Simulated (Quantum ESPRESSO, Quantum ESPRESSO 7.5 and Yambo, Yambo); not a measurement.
# LiBr (Fm-3m): G0W0 with Yambo, start to end

Wanted: ground state, empty states, screening and self-energy for LiBr (Fm-3m).

Method: PBE and many-body steps on it, plane waves, in Quantum ESPRESSO 7.5 and Yambo 5.3.0.

### 1. Set-up

It takes space group Fm-3m (No. 225, cubic). The conventional cell has a = 5.501 Å, b = 5.501 Å, c = 5.501 Å, α = 90.00°, β = 90.00°, γ = 90.00°. Nearest to Li lie 6 Br at 2.75 Å. Br has 6 Li at 2.75 Å nearest. Farther neighbours and most contacts between anions are not listed.

Coordinates:

```cif
data_structure
_symmetry_space_group_name_H-M 'Fm-3m'
_symmetry_Int_Tables_number 225
_cell_length_a 5.5013
_cell_length_b 5.5013
_cell_length_c 5.5013
_cell_angle_alpha 90.000
_cell_angle_beta 90.000
_cell_angle_gamma 90.000
_cell_volume 166.49
loop_
_atom_site_label
_atom_site_type_symbol
_atom_site_symmetry_multiplicity
_atom_site_Wyckoff_symbol
_atom_site_fract_x
_atom_site_fract_y
_atom_site_fract_z
_atom_site_occupancy
Li1 Li 4 a 0.00000 0.00000 0.00000 1
Br1 Br 4 b 0.50000 0.00000 0.00000 1
```

The cell and positions come from the Crystallography Open Database and are kept as given unless a step says otherwise.

### 2. Ground state

This step: Quantum ESPRESSO 7.5; DFT, PBE with spin-orbit coupling, plane waves, norm-conserving pseudopotentials.

The ground-state density comes first.

Input file pw.in:

```
&control
  calculation = 'scf'
  prefix = 'x'
  outdir = 'o'
  pseudo_dir = 'pseudo'
/
&system
  ibrav = 0
  nat = 2
  ntyp = 2
  ecutwfc = 76.0
  nbnd = 30
  force_symmorphic = .true.
  noncolin = .true.
  lspinorb = .true.
/
&electrons
  conv_thr = 1e-10
  electron_maxstep = 80
  mixing_beta = 0.5
/
ATOMIC_SPECIES
  Li 6.94 Li.upf
  Br 79.904 Br.upf
CELL_PARAMETERS angstrom
  0.0000000000 2.7506500000 2.7506500000
  2.7506500000 0.0000000000 2.7506500000
  2.7506500000 2.7506500000 0.0000000000
ATOMIC_POSITIONS crystal
  Li 0.0000000000 0.0000000000 0.0000000000
  Br 0.5000000000 0.5000000000 0.5000000000
K_POINTS automatic
  6 6 6 0 0 0
```

Launch:

```sh
$ OMP_NUM_THREADS=1 mpirun -n 4 pw.x -nk 4 -in pw.in > pw.out
```

The program printed:

```text
Program PWSCF v.7.5 starts

     This program is part of the open-source Quantum ESPRESSO suite
     for quantum simulation of materials; please cite
         "P. Giannozzi et al., J. Phys.:Condens. Matter 21 395502 (2009);
         "P. Giannozzi et al., J. Phys.:Condens. Matter 29 465901 (2017);
         "P. Giannozzi et al., J. Chem. Phys. 152 154105 (2020);
     in publications or presentations arising from this work. More details at
     Message from routine setup:
     using ibrav=0 with symmetry is DISCOURAGED, use correct ibrav instead

     G-vector sticks info

     bravais-lattice index     =            0
     lattice parameter (alat)  =       7.3510  a.u.
     unit-cell volume          =     280.8876 (a.u.)^3
     number of atoms/cell      =            2
     number of atomic types    =            2
     number of electrons       =        20.00
     number of Kohn-Sham states=           30
     kinetic-energy cutoff     =      76.0000  Ry
     charge density cutoff     =     304.0000  Ry
     scf convergence threshold =      1.0E-10
     mixing beta               =       0.5000
     number of iterations used =            8  plain     mixing
     Exchange-correlation= PBE
                           (   1   4   3   4   0   0   0)
     Non magnetic calculation with spin-orbit

     celldm(1)=   7.351047  celldm(2)=   0.000000  celldm(3)=   0.000000
     celldm(4)=   0.000000  celldm(5)=   0.000000  celldm(6)=   0.000000

     crystal axes: (cart. coord. in units of alat)
               a(1) = (   0.000000   0.707107   0.707107 )
               a(2) = (   0.707107   0.000000   0.707107 )
               a(3) = (   0.707107   0.707107   0.000000 )

     reciprocal axes: (cart. coord. in units 2 pi/alat)
               b(1) = ( -0.707107  0.707107  0.707107 )
               b(2) = (  0.707107 -0.707107  0.707107 )
               b(3) = (  0.707107  0.707107 -0.707107 )
     Pseudo is Norm-conserving, Zval =  3.0
     Generated using ONCVPSP code by D. R. Hamann
     Using radial grid of 1944 points,  6 beta functions with:
     Pseudo is Norm-conserving + core correction, Zval = 17.0
     Generated using ONCVPSP code by D. R. Hamann
     Using radial grid of 1110 points, 10 beta functions with:
     Li                3.00     6.94000     Li( 1.00)
     Br               17.00    79.90400     Br( 1.00)

     48 Sym. Ops., with inversion, found

   Cartesian axes

     site n.     atom                  positions (alat units)
         1        Li     tau(   1) = (   0.0000000   0.0000000   0.0000000  )
         2        Br     tau(   2) = (   0.7071068   0.7071068   0.7071068  )

     number of k points=    16
                       cart. coord. in units 2pi/alat
        k(    1) = (   0.0000000   0.0000000   0.0000000), wk =   0.0046296
        k(    2) = (   0.1178511   0.1178511  -0.1178511), wk =   0.0370370
        k(    3) = (   0.2357023   0.2357023  -0.2357023), wk =   0.0370370
        k(    4) = (  -0.3535534  -0.3535534   0.3535534), wk =   0.0185185
        k(    5) = (   0.2357023   0.0000000  -0.0000000), wk =   0.0277778
        k(    6) = (   0.3535534   0.1178511  -0.1178511), wk =   0.1111111
        k(    7) = (  -0.2357023  -0.4714045   0.4714045), wk =   0.1111111
        k(    8) = (  -0.1178511  -0.3535534   0.3535534), wk =   0.1111111
        k(    9) = (   0.0000000  -0.2357023   0.2357023), wk =   0.0555556
        k(   10) = (   0.4714045   0.0000000  -0.0000000), wk =   0.0277778
     [... 4 further rows ...]
        k(   15) = (  -0.1178511  -0.3535534   0.5892557), wk =   0.1111111
        k(   16) = (  -0.7071068   0.2357023   0.0000000), wk =   0.0555556

     Dense  grid:    25125 G-vectors     FFT dimensions: (  45,  45,  45)

     Initial potential from superposition of free atoms

     starting charge      19.9954, renormalised to      20.0000
     Starting wfcs are   22 randomized atomic wfcs +    8 random wfcs

     per-process dynamical memory:    49.5 Mb

     Self-consistent Calculation

     iteration #  1     ecut=    76.00 Ry     beta= 0.50

     Threshold (ethr) on eigenvalues was too large:
     Diagonalizing with lowered threshold

     total energy              =    -285.33720024 Ry
     estimated scf accuracy    <       0.01162017 Ry

     iteration #  2     ecut=    76.00 Ry     beta= 0.50

     total energy              =    -285.33883957 Ry
     estimated scf accuracy    <       0.00094770 Ry

     iteration #  3     ecut=    76.00 Ry     beta= 0.50

     total energy              =    -285.33901385 Ry
     estimated scf accuracy    <       0.00014899 Ry

     iteration #  4     ecut=    76.00 Ry     beta= 0.50

     total energy              =    -285.33903771 Ry
     estimated scf accuracy    <       0.00000377 Ry

     iteration #  5     ecut=    76.00 Ry     beta= 0.50

     total energy              =    -285.33903886 Ry
     estimated scf accuracy    <       0.00000005 Ry

     iteration #  6     ecut=    76.00 Ry     beta= 0.50

     total energy              =    -285.33903888 Ry
     estimated scf accuracy    <          7.7E-09 Ry

     iteration #  7     ecut=    76.00 Ry     beta= 0.50

     total energy              =    -285.33903888 Ry
     estimated scf accuracy    <          3.2E-09 Ry

     iteration #  8     ecut=    76.00 Ry     beta= 0.50

     total energy              =    -285.33903888 Ry
     estimated scf accuracy    <          1.2E-10 Ry

     iteration #  9     ecut=    76.00 Ry     beta= 0.50

     End of self-consistent calculation

          k = 0.0000 0.0000 0.0000 (  3143 PWs)   bands (ev):

   -55.7879 -55.7879 -55.7879 -55.7879 -54.7038 -54.7038 -54.7038 -54.7038
   -54.7021 -54.7021 -40.6616 -40.6616  -9.7379  -9.7379   3.3245   3.3245
     3.8688   3.8688   3.8688   3.8688   8.6300   8.6300  14.2055  14.2055
    14.2055  14.2055  14.2195  14.2195  15.9056  15.9059

          k = 0.1179 0.1179-0.1179 (  3122 PWs)   bands (ev):

   -55.7879 -55.7879 -55.7879 -55.7879 -54.7038 -54.7038 -54.7038 -54.7038
   -54.7021 -54.7021 -40.6613 -40.6613  -9.6291  -9.6291   2.6812   2.6812
     3.5049   3.5049   3.7960   3.7960   9.4106   9.4106  13.2715  13.2715
    13.6643  13.6643  13.6655  13.6655  15.2899  15.2919

          k = 0.2357 0.2357-0.2357 (  3136 PWs)   bands (ev):

   -55.7879 -55.7879 -55.7878 -55.7878 -54.7038 -54.7038 -54.7038 -54.7038
   -54.7021 -54.7021 -40.6608 -40.6608  -9.3948  -9.3948   1.3626   1.3626
     3.3278   3.3278   3.6630   3.6630   9.5623   9.5623  12.2966  12.2966
    12.3007  12.3007  14.2123  14.2123  16.9877  16.9886

          k =-0.3536-0.3536 0.3536 (  3142 PWs)   bands (ev):

     [... further k-points ...]

     highest occupied, lowest unoccupied level (ev):     3.8688    8.6300

!    total energy              =    -285.33903888 Ry
     estimated scf accuracy    <          4.5E-12 Ry

     The total energy is the sum of the following terms:
     one-electron contribution =    -183.84834933 Ry
     hartree contribution      =      88.57316931 Ry
     xc contribution           =     -47.94682237 Ry
     ewald contribution        =    -142.11703649 Ry

     convergence has been achieved in   9 iterations

     XML data file, charge density, pseudopotentials, collected wavefunctions

=------------------------------------------------------------------------------=
   JOB DONE.
=------------------------------------------------------------------------------=
```

Run time: 18 s. Hardware: 4 MPI ranks of Arm Neoverse V1, shared host; peak memory 0.41 GiB.

Numbers from this step:

```yaml
total_energy: -3882.2354 eV
gap: 4.761 eV
k_of_the_valence_top: 0, 0, 0
k_of_the_conduction_bottom: 0, 0, 0
least_direct_gap: 4.761 eV
```

The gap is direct, at Γ.

### 3. Bands along the symmetry lines

The cheap functional maps the bands first; the places of the edges decide which points the dearer methods must see.

Input file pw.in:

```
&control
  calculation = 'bands'
  prefix = 'x'
  outdir = 'o'
  pseudo_dir = 'pseudo'
/
&system
  ibrav = 0
  nat = 2
  ntyp = 2
  ecutwfc = 76.0
  nbnd = 32
  force_symmorphic = .true.
  noncolin = .true.
  lspinorb = .true.
/
&electrons
  conv_thr = 1e-9
  electron_maxstep = 80
  diago_full_acc = .true.
  diago_thr_init = 5e-6
/
ATOMIC_SPECIES
  Li 6.94 Li.upf
  Br 79.904 Br.upf
CELL_PARAMETERS angstrom
  0.0000000000 2.7506500000 2.7506500000
  2.7506500000 0.0000000000 2.7506500000
  2.7506500000 2.7506500000 0.0000000000
ATOMIC_POSITIONS crystal
  Li 0.0000000000 0.0000000000 0.0000000000
  Br 0.5000000000 0.5000000000 0.5000000000
K_POINTS crystal
  50
  0.00000000 0.00000000 0.00000000 1
  0.06250000 0.00000000 0.06250000 1
  0.12500000 0.00000000 0.12500000 1
  0.18750000 0.00000000 0.18750000 1
  0.25000000 0.00000000 0.25000000 1
  0.31250000 0.00000000 0.31250000 1
  0.37500000 0.00000000 0.37500000 1
  0.43750000 0.00000000 0.43750000 1
  0.50000000 0.00000000 0.50000000 1
  0.51562500 0.03125000 0.51562500 1
  0.53125000 0.06250000 0.53125000 1
  0.54687500 0.09375000 0.54687500 1
  0.56250000 0.12500000 0.56250000 1
  0.57812500 0.15625000 0.57812500 1
  0.59375000 0.18750000 0.59375000 1
  0.60937500 0.21875000 0.60937500 1
  0.62500000 0.25000000 0.62500000 1
  0.37500000 0.37500000 0.75000000 1
  0.32812500 0.32812500 0.65625000 1
  0.28125000 0.28125000 0.56250000 1
  0.23437500 0.23437500 0.46875000 1
  0.18750000 0.18750000 0.37500000 1
  0.14062500 0.14062500 0.28125000 1
  0.09375000 0.09375000 0.18750000 1
  0.04687500 0.04687500 0.09375000 1
  0.00000000 0.00000000 0.00000000 1
  0.06250000 0.06250000 0.06250000 1
  0.12500000 0.12500000 0.12500000 1
  0.18750000 0.18750000 0.18750000 1
  0.25000000 0.25000000 0.25000000 1
  0.31250000 0.31250000 0.31250000 1
  0.37500000 0.37500000 0.37500000 1
  0.43750000 0.43750000 0.43750000 1
  0.50000000 0.50000000 0.50000000 1
  0.50000000 0.46875000 0.53125000 1
  0.50000000 0.43750000 0.56250000 1
  0.50000000 0.40625000 0.59375000 1
  0.50000000 0.37500000 0.62500000 1
  0.50000000 0.34375000 0.65625000 1
  0.50000000 0.31250000 0.68750000 1
  0.50000000 0.28125000 0.71875000 1
  0.50000000 0.25000000 0.75000000 1
  0.50000000 0.21875000 0.71875000 1
  0.50000000 0.18750000 0.68750000 1
  0.50000000 0.15625000 0.65625000 1
  0.50000000 0.12500000 0.62500000 1
  0.50000000 0.09375000 0.59375000 1
  0.50000000 0.06250000 0.56250000 1
  0.50000000 0.03125000 0.53125000 1
  0.50000000 0.00000000 0.50000000 1
```

The program printed:

```text
[banner, memory and clock lines left out]
Program PWSCF v.7.5 starts

     Atomic positions and unit cell read from directory:
     o/x.save/

     Message from routine setup:
     using ibrav=0 with symmetry is DISCOURAGED, use correct ibrav instead

     G-vector sticks info

     bravais-lattice index     =            0
     lattice parameter (alat)  =       7.3510  a.u.
     unit-cell volume          =     280.8876 (a.u.)^3
     number of atoms/cell      =            2
     number of atomic types    =            2
     number of electrons       =        20.00
     number of Kohn-Sham states=           32
     kinetic-energy cutoff     =      76.0000  Ry
     charge density cutoff     =     304.0000  Ry
     Exchange-correlation= PBE
                           (   1   4   3   4   0   0   0)
     Non magnetic calculation with spin-orbit

     celldm(1)=   7.351047  celldm(2)=   0.000000  celldm(3)=   0.000000
     celldm(4)=   0.000000  celldm(5)=   0.000000  celldm(6)=   0.000000

     crystal axes: (cart. coord. in units of alat)
               a(1) = (   0.000000   0.707107   0.707107 )
               a(2) = (   0.707107   0.000000   0.707107 )
               a(3) = (   0.707107   0.707107   0.000000 )

     reciprocal axes: (cart. coord. in units 2 pi/alat)
               b(1) = ( -0.707107  0.707107  0.707107 )
               b(2) = (  0.707107 -0.707107  0.707107 )
               b(3) = (  0.707107  0.707107 -0.707107 )
     Pseudo is Norm-conserving, Zval =  3.0
     Generated using ONCVPSP code by D. R. Hamann
     Using radial grid of 1944 points,  6 beta functions with:
     Pseudo is Norm-conserving + core correction, Zval = 17.0
     Generated using ONCVPSP code by D. R. Hamann
     Using radial grid of 1110 points, 10 beta functions with:
     Li                3.00     6.94000     Li( 1.00)
     Br               17.00    79.90400     Br( 1.00)

     48 Sym. Ops., with inversion, found

   Cartesian axes

     site n.     atom                  positions (alat units)
         1        Li     tau(   1) = (   0.0000000   0.0000000   0.0000000  )
         2        Br     tau(   2) = (   0.7071068   0.7071068   0.7071068  )

     number of k points=    50
                       cart. coord. in units 2pi/alat
        k(    1) = (   0.0000000   0.0000000   0.0000000), wk =   0.0200000
        k(    2) = (   0.0000000   0.0883883   0.0000000), wk =   0.0200000
        k(    3) = (   0.0000000   0.1767767   0.0000000), wk =   0.0200000
[...]
[... 38 further rows ...]
        k(   49) = (   0.0441942   0.7071068   0.0000000), wk =   0.0200000
        k(   50) = (   0.0000000   0.7071068   0.0000000), wk =   0.0200000

     Dense  grid:    25125 G-vectors     FFT dimensions: (  45,  45,  45)

     The potential is recalculated from file :
     o/x.save/charge-density

     Starting wfcs are   22 randomized atomic wfcs +   10 random wfcs

     Band Structure Calculation

     End of band structure calculation

          k = 0.0000 0.0000 0.0000 (  3143 PWs)   bands (ev):

   -55.7879 -55.7879 -55.7879 -55.7879 -54.7039 -54.7039 -54.7039 -54.7039
   -54.7022 -54.7022 -40.6616 -40.6616  -9.7380  -9.7380   3.3245   3.3245
     3.8688   3.8688   3.8688   3.8688   8.6300   8.6300  14.2055  14.2055
[...]
k = 0.0000 0.0884 0.0000 (  3135 PWs)   bands (ev):

[...]
k = 0.0000 0.1768 0.0000 (  3139 PWs)   bands (ev):

[...]
k =-0.0000 0.2652 0.0000 (  3147 PWs)   bands (ev):

[...]
k = 0.0000 0.4419-0.0000 (  3130 PWs)   bands (ev):

[...]
k =-0.0000 0.5303 0.0000 (  3138 PWs)   bands (ev):

[...]
k = 0.0000 0.6187-0.0000 (  3146 PWs)   bands (ev):

[...]
k = 0.4640 0.4640-0.0000 (  3150 PWs)   bands (ev):

[...]
k = 0.3315 0.3315-0.0000 (  3124 PWs)   bands (ev):

[...]
k = 0.3094 0.7071-0.0000 (  3146 PWs)   bands (ev):

[...]
k = 0.2210 0.7071-0.0000 (  3160 PWs)   bands (ev):

[...]
k = 0.1768 0.7071-0.0000 (  3150 PWs)   bands (ev):

[...]
k = 0.0442 0.7071 0.0000 (  3162 PWs)   bands (ev):

[...]
k = 0.0000 0.7071 0.0000 (  3138 PWs)   bands (ev):

[...]
2.4222   2.4222   2.7020   2.7020   9.9365   9.9365  10.8137  10.8137
    15.2803  15.2803  16.0813  16.0813  16.2029  16.2029  19.4937  19.4937

     XML data file, pseudopotentials, collected wavefunctions
```

It took 17 s on 4 MPI ranks; peak memory 0.3 GiB.

This step gave:

```
gap                        : 4.761 eV
k of the valence top       : 0, 0, 0
k of the conduction bottom : 0, 0, 0
least direct gap           : 4.761 eV
```

The gap is 4.761 eV, as in the run before at this level.

Electronic bands along the path, in eV, zero at the top of the highest filled band:

| point | band 17 | band 18 | band 19 | band 20 | band 21 | band 22 | band 23 | band 24 |
| --- | --- | --- | --- | --- | --- | --- | --- | --- |
| Γ | 0.00 | 0.00 | 0.00 | 0.00 | 4.76 | 4.76 | 10.34 | 10.34 |
| halfway | -0.91 | -0.91 | -0.63 | -0.63 | 6.98 | 6.98 | 8.08 | 8.08 |
| X | -1.45 | -1.45 | -1.17 | -1.17 | 6.07 | 6.07 | 6.94 | 6.94 |
| halfway | -1.59 | -1.59 | -1.18 | -1.18 | 6.25 | 6.25 | 7.37 | 7.37 |
| U | -2.01 | -2.01 | -1.01 | -1.01 | 6.47 | 6.47 | 8.55 | 8.55 |
| jump to K | -2.01 | -2.01 | -1.01 | -1.01 | 6.47 | 6.47 | 8.55 | 8.55 |
| halfway | -1.08 | -1.08 | -0.23 | -0.23 | 6.55 | 6.55 | 8.68 | 8.68 |
| Γ | 0.00 | 0.00 | 0.00 | 0.00 | 4.76 | 4.76 | 10.34 | 10.34 |
| halfway | -0.47 | -0.47 | -0.14 | -0.14 | 5.79 | 5.79 | 9.03 | 9.03 |
| L | -0.61 | -0.61 | -0.27 | -0.27 | 5.45 | 5.45 | 7.93 | 7.93 |
| halfway | -1.53 | -1.53 | -0.75 | -0.75 | 6.88 | 6.88 | 7.71 | 7.71 |
| W | -2.19 | -2.19 | -1.29 | -1.29 | 7.83 | 7.83 | 8.40 | 8.40 |
| halfway | -1.68 | -1.68 | -1.26 | -1.26 | 6.58 | 6.58 | 7.66 | 7.66 |
| X | -1.45 | -1.45 | -1.17 | -1.17 | 6.07 | 6.07 | 6.94 | 6.94 |

(Part 1 of 2 ends here.)

[Paths, hosts, dates, memory and timing lines, banners, echoed tables and standing remarks are left out of the program output.]

[Logs are printed without paths, hosts, clocks, repeated set-up lines and the standing remarks that a program may print on its own settings, such as how far it seeks lower states.]

[Runs of the session that timed out or met a known fault of the program may be left out.]

[Hosts, paths, dates, database ids (printed as entryN), source tags and the programs' standing remarks are cut or masked in the printed files.]
